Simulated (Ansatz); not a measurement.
# GaN: band gap under strain

How does strain move the band edges of GaN built on the zincblende prototype, and do the functionals agree on it? States: +2.0 % biaxial strain in the (111) plane, free along [111]; +3.0 % biaxial strain in the (111) plane, free along [111]; +4.0 % biaxial strain in the (111) plane, free along [111].

Program: Ansatz 0.2.0. PAW datasets, plane waves. The values are computed, spin-unpolarised, and not measurements.

**1. The cell**

The unstrained cell was relaxed with r2SCAN; in each strained cell the atoms were relaxed again with r2SCAN. Names of k-points are those of the unstrained zone, where strain can split equivalent points. First state: +2.0 % biaxial strain in the (111) plane, free along [111].

Space group R3m (No. 160), trigonal; conventional cell a = 3.244 Å, c = 7.726 Å, 11.74 Å³ an atom. Around Ga lie 4 N at 1.95–1.97 Å; around N lie 4 Ga at 1.95–1.97 Å.

The structure in full:

```xyz
2
Lattice="-0.0425 2.2514 2.2514 2.2514 -0.0425 2.2514 2.2514 2.2514 -0.0425" Properties=species:S:1:pos:R:3 pbc="T T T"
Ga   -0.0056   -0.0056   -0.0056
N     1.1207    1.1207    1.1207
```

From earlier runs on the unstrained cell: PBE 1.76 eV, r2SCAN 2.17 eV, HSE06 3.01 eV, r2SCAN+SOC 2.17 eV, G0W0 2.86 eV (on its mesh); a = 4.498 Å.

**2. +2.0 % biaxial strain in the (111) plane, free along [111]: PBE**

Input file input.yaml:

```yaml
crystal:
  lattice:
    - [-0.0424854305, 2.2514461614, 2.2514461614]
    - [2.2514461614, -0.0424854305, 2.2514461614]
    - [2.2514461614, 2.2514461614, -0.0424854305]
  atoms:
    - { symbol: Ga, position: [-0.001251222, -0.001251222, -0.001251222] }
    - { symbol: "N", position: [0.251251222, 0.251251222, 0.251251222] }
kpoints:
  mp_grid: { grid: [10, 10, 10] }
  band_path:
    path:
      - [0.0, 0.0, 0.0]
      - [-0.5, -0.5, 0.0]
      - [-0.375, -0.375, 0.25]
      - [-0.375, 0.0, 0.375]
      - [0.0, 0.0, 0.5]
      - [-0.5, -0.25, 0.25]
    npoints: 1
hamiltonian:
  xc: pbe
scf:
  occupations: { method: fermi_dirac, width: 0.02 }
  n_extra_bands: 4
output:
  forces: true
  stress: true
  eigenvalues: true
  write_density: true
  write_potential: true
  elf: true
  volumetric_format: npy
```

The run is started by

```
> ansatz run input.yaml --threads 2 --pin off --max-ram 20275MiB --backend cpu --events-out ev --progress --plain --runs-dir out
```

After this run come: +2.0 % biaxial strain in the (111) plane, free along [111]: r2SCAN; +2.0 % biaxial strain in the (111) plane, free along [111]: HSE06; +2.0 % biaxial strain in the (111) plane, free along [111]: r2SCAN+SOC; +2.0 % biaxial strain in the (111) plane, free along [111]: r2SCAN; +2.0 % biaxial strain in the (111) plane, free along [111]: G0W0@PBE; +3.0 % biaxial strain in the (111) plane, free along [111]: PBE; +3.0 % biaxial strain in the (111) plane, free along [111]: r2SCAN; +3.0 % biaxial strain in the (111) plane, free along [111]: HSE06; +3.0 % biaxial strain in the (111) plane, free along [111]: r2SCAN+SOC; +3.0 % biaxial strain in the (111) plane, free along [111]: r2SCAN; +3.0 % biaxial strain in the (111) plane, free along [111]: G0W0@PBE; +4.0 % biaxial strain in the (111) plane, free along [111]: PBE; +4.0 % biaxial strain in the (111) plane, free along [111]: r2SCAN; +4.0 % biaxial strain in the (111) plane, free along [111]: HSE06; +4.0 % biaxial strain in the (111) plane, free along [111]: r2SCAN+SOC; +4.0 % biaxial strain in the (111) plane, free along [111]: r2SCAN; +4.0 % biaxial strain in the (111) plane, free along [111]: G0W0@PBE.

Before running it: what results should come out?

**Answer**, as computed:

Least gap in eV (negative: overlap), with the change from the unstrained cell in brackets. G0W0 is on its own coarse mesh.

| state | volume change (%) | PBE | r2SCAN | HSE06 | G0W0 |
| --- | --- | --- | --- | --- | --- |
| +2.0 % biaxial strain in the (111) plane, free along [111] | +3.2 | 1.43 (-0.33) | 1.83 (-0.34) | 2.65 (-0.36) | 2.45 (-0.41) |
| +3.0 % biaxial strain in the (111) plane, free along [111] | +4.8 | 1.27 (-0.49) | 1.66 (-0.51) | 2.48 (-0.53) | 2.24 (-0.62) |
| +4.0 % biaxial strain in the (111) plane, free along [111] | +6.4 | 1.11 (-0.65) | 1.49 (-0.68) | 2.30 (-0.71) | 2.02 (-0.84) |

What this shows: The largest move of the HSE06 gap in the table is -0.704 eV, under +4.0 % biaxial strain in the (111) plane, free along [111]. PBE and HSE06 differ by 1.25 eV on the unstrained gap, and by at most 0.06 eV on its change: the two disagree on the size of the gap but agree on its response to strain. G0W0 values are finite-basis, finite-mesh values.
